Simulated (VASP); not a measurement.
**CuI (zincblende), PBE single-point calculation: VASP's output and Ansatz's**

POSCAR

```
Cu I
 1.0000000000000000
     0.0000000000000000    3.0120291186310792    3.0120291186310792
     3.0120291186310792    0.0000000000000000    3.0120291186310792
     3.0120291186310792    3.0120291186310792    0.0000000000000000
 Cu  I
   1   1
Cartesian
  0.0000000000000000  0.0000000000000000  0.0000000000000000
  1.5060145593155396  1.5060145593155396  1.5060145593155396
```

VASP ran with the recommended PBE PAW datasets (18 valence electrons in the cell).

From OUTCAR

```
k-points           NKPTS =     29   k-points in BZ     NKDIM =     29   number of bands    NBANDS=     16

   NELECT =      18.0000    total number of electrons

   dimension x,y,z NGX =    32 NGY =   32 NGZ =   32
   dimension x,y,z NGXF=    64 NGYF=   64 NGZF=   64

  energy-cutoff  :      520.00
  volume of cell :       54.65
      direct lattice vectors                 reciprocal lattice vectors
     0.000000000  3.012029119  3.012029119    -0.166001051  0.166001051  0.166001051
     3.012029119  0.000000000  3.012029119     0.166001051 -0.166001051  0.166001051
     3.012029119  3.012029119  0.000000000     0.166001051  0.166001051 -0.166001051

 k-points in reciprocal lattice and weights: KPOINTS created by Atomic Simulation Env
   0.00000000  0.00000000  0.00000000       0.002
   0.12500000  0.00000000  0.00000000       0.016
   0.25000000  0.00000000  0.00000000       0.016
   0.37500000  0.00000000  0.00000000       0.016
   0.50000000  0.00000000  0.00000000       0.008
   0.12500000  0.12500000  0.00000000       0.012
   0.25000000  0.12500000  0.00000000       0.047
   0.37500000  0.12500000  0.00000000       0.047
   ...

 E-fermi :   5.0559

 k-point     1 :       0.0000    0.0000    0.0000
  band No.  band energies     occupation
      1      -9.4714      2.00000
      2       0.9147      2.00000
      3       0.9147      2.00000
      4       0.9147      2.00000
      5       2.7093      2.00000
      6       2.7093      2.00000
      7       4.6408      2.00000
      8       4.6408      2.00000
      9       4.6408      2.00000
     10       5.8364      0.00000
     11       9.4921      0.00000
     12       9.4921      0.00000
     13       9.4921      0.00000
     14      12.8476      0.00000
     15      14.2532      0.00000
     16      14.2532      0.00000

 k-point     2 :       0.1250    0.0000    0.0000
  band No.  band energies     occupation
      1      -9.3956      2.00000
      2       0.6184      2.00000
      3       0.9212      2.00000
      4       0.9212      2.00000
      5       2.7029      2.00000
      6       2.7029      2.00000
      7       3.9990      2.00000
      8       4.5196      2.00000
      9       4.5196      2.00000
     10       6.5322      0.00000
     11       9.4161      0.00000
     12       9.7147      0.00000
     13       9.7147      0.00000
     14      13.5787      0.00000
     15      13.5787      0.00000
     16      13.6067      0.00000

 k-point     3 :       0.2500    0.0000    0.0000
  band No.  band energies     occupation
      1      -9.2011      2.00000
      2      -0.0901      2.00000
      3       0.9336      2.00000
      4       0.9336      2.00000
      5       2.6997      2.00000
      6       2.6997      2.00000
      7       3.3126      2.00000
      8       4.2536      2.00000
      9       4.2536      2.00000
     10       6.9503      0.00000
     11      10.0561      0.00000
     12      10.0561      0.00000
     13      10.1584      0.00000
     14      13.3764      0.00000
     15      13.3764      0.00000
     16      13.5696      0.00000

 k-point     4 :       0.3750    0.0000    0.0000
  band No.  band energies     occupation
      1      -8.9869      2.00000
      2      -0.7790      2.00000
      3       0.9408      2.00000
      4       0.9408      2.00000
      5       2.7199      2.00000
      6       2.7199      2.00000
      7       2.9143      2.00000
      8       4.0052      2.00000
      9       4.0052      2.00000
     10       6.8757      0.00000
     11      10.0864      0.00000
     12      10.0864      0.00000
     13      11.5784      0.00000
     14      13.3181      0.00000
     15      14.3102      0.00000
     16      14.3102      0.00000

 k-point     5 :       0.5000    0.0000    0.0000
  band No.  band energies     occupation
      1      -8.8912      2.00000
      2      -1.0593      2.00000
      3       0.9421      2.00000
      4       0.9421      2.00000
      5       2.7380      2.00000
      6       2.7380      2.00000
      7       2.7839      2.00000
      8       3.9021      2.00000
      9       3.9021      2.00000
     10       6.8154      0.00000
     11      10.0345      0.00000
     12      10.0345      0.00000
     13      12.0783      0.00000
     14      13.8397      0.00000
     15      15.5672      0.00000
     16      15.5672      0.00000

 k-point     6 :       0.1250    0.1250    0.0000
  band No.  band energies     occupation
      1      -9.3703      2.00000
      2       0.5814      2.00000
      3       0.8991      2.00000
      4       0.8991      2.00000
      5       2.6765      2.00000
      6       2.7224      2.00000
      7       4.0678      2.00000
      8       4.3234      2.00000
      9       4.3234      2.00000
     10       6.8702      0.00000
     11       8.8378      0.00000
     12      10.0671      0.00000
     13      10.0671      0.00000
     14      12.5416      0.00000
     15      14.0362      0.00000
     16      14.4084      0.00000

 ...

  Total        0.3980418      0.3980418      0.3980418     -0.0000000     -0.0000000      0.0000000
  in kB       11.6689500     11.6689500     11.6689500     -0.0000000     -0.0000000      0.0000000
  external PRESSURE =      11.6689500 kB  Pullay stress =       0.0000000 kB

 POSITION                                       TOTAL-FORCE (eV/Angst)
 -----------------------------------------------------------------------------------
      0.00000      0.00000      0.00000         0.000000      0.000000      0.000000
      1.50601      1.50601      1.50601        -0.000000     -0.000000     -0.000000
 -----------------------------------------------------------------------------------
    total drift:                               -0.000001     -0.000001     -0.000001

  FREE ENERGIE OF THE ION-ELECTRON SYSTEM (eV)
  ---------------------------------------------------
  free  energy   TOTEN  =        -5.5567604954 eV

  energy  without entropy=       -5.5567604954  energy(sigma->0) =       -5.55676050
```

Each program uses its own PAW datasets. VASP's cell holds 18 valence electrons and Ansatz's 36. Ansatz's stress includes a Pulay correction; VASP's doesn't.

Task: What does Ansatz give for the same cell and level of theory?

Result: gap between bands v and c 1.17 eV; least direct gap 1.17 eV; pressure 1.1 GPa.

Ansatz printed

```
SCF 1 converged in 6 iterations: F = -14138.361075 eV  dr2 = 1.18e-8
  greatest PAW one-centre occupation: 1.000 electrons in one spin orbital (limit 2), on the Cu atom at site 0 (counted from 0), in its partial waves of l = 0
NSCF: frozen V_eff on 6 k-points
SCF converged after 6 iterations
Free energy (F): -14138.361075 eV
Harris-Foulkes:  -14138.361075 eV  (|F-HF|=8.11e-9)
Internal energy: -14138.361075 eV  (E = F + TS)
E sigma→0 (E₀):  -14138.361075 eV
Fermi energy:    9.036463 eV
--- Per-component energies (eV) ---
  E_band       = -859.742027
  E_kinetic    = 489.743274
  E_local      = -7576.404443  (includes V_loc(G=0)·N_el)
  E_nonlocal   = 313.251714
  E_hartree    = 3523.494944
  E_xc         = -215.482959
  E_vxc        = -241.384778  (∫ρ·V_xc dr)
  E_paw        = -6491.978518  (= ΣΔE_a)
  E_vpaw       = -891.930002  (= ΣTr[D̂ρ^β])
  E_aug_tail   = 0.000224  (compensation charges beyond the density's cutoff)
  E_ewald      = -4180.985310
  E_smearing   = -0.000000  (= −TS)
  E_closure    = 0.000000  (closes the sum)
  Σ components = -14138.361075   (vs F -14138.361075, Δ=0.00e0)
--- Forces (eV/Å), atoms counted from 1 ---
  atom   1  Cu     0.00000000     0.00000000    -0.00000000
  atom   2  I     -0.00000000     0.00000000     0.00000000
  max |Σ_I F_I| component: 1.16e-17 eV/Å
--- Stress (GPa, compression-positive) ---
        1.139767      -0.000000      -0.000000
        0.000000       1.139767       0.000000
       -0.000000       0.000000       1.139767
  P = ⅓ Tr σ = 1.1398 GPa (11.398 kbar)
--- Band table (eV; the first three rows and the last of 29) ---
  k-point 0: bands = ["-103.1206", "-60.5337", "-60.5337", "-60.5337", "-37.3533", "-37.3533", "-37.3533", "-37.3481", "-37.3481", "-5.6939", "4.6992", "4.6992", "4.6992", "6.5097", "6.5097", "8.4390", "8.4390", "8.4390", "9.6117", "13.2946", "13.2946", "13.2946"]
  k-point 1: bands = ["-103.1206", "-60.5337", "-60.5337", "-60.5337", "-37.3533", "-37.3533", "-37.3533", "-37.3480", "-37.3480", "-5.6180", "4.4005", "4.7054", "4.7054", "6.5032", "6.5032", "7.7970", "8.3176", "8.3176", "10.3089", "13.2143", "13.5187", "13.5187"]
  k-point 2: bands = ["-103.1206", "-60.5337", "-60.5337", "-60.5337", "-37.3533", "-37.3532", "-37.3532", "-37.3480", "-37.3480", "-5.4233", "3.6885", "4.7173", "4.7173", "6.5001", "6.5001", "7.1131", "8.0512", "8.0512", "10.7282", "13.8633", "13.8633", "13.9517"]
  k-point 28: bands = ["-103.1207", "-60.5338", "-60.5338", "-60.5337", "-37.3533", "-37.3531", "-37.3527", "-37.3481", "-37.3478", "-4.9115", "3.2136", "3.7934", "4.5005", "6.4457", "6.4538", "6.5958", "6.7719", "7.1236", "12.9958", "13.0896", "14.4719", "14.8145"]
```
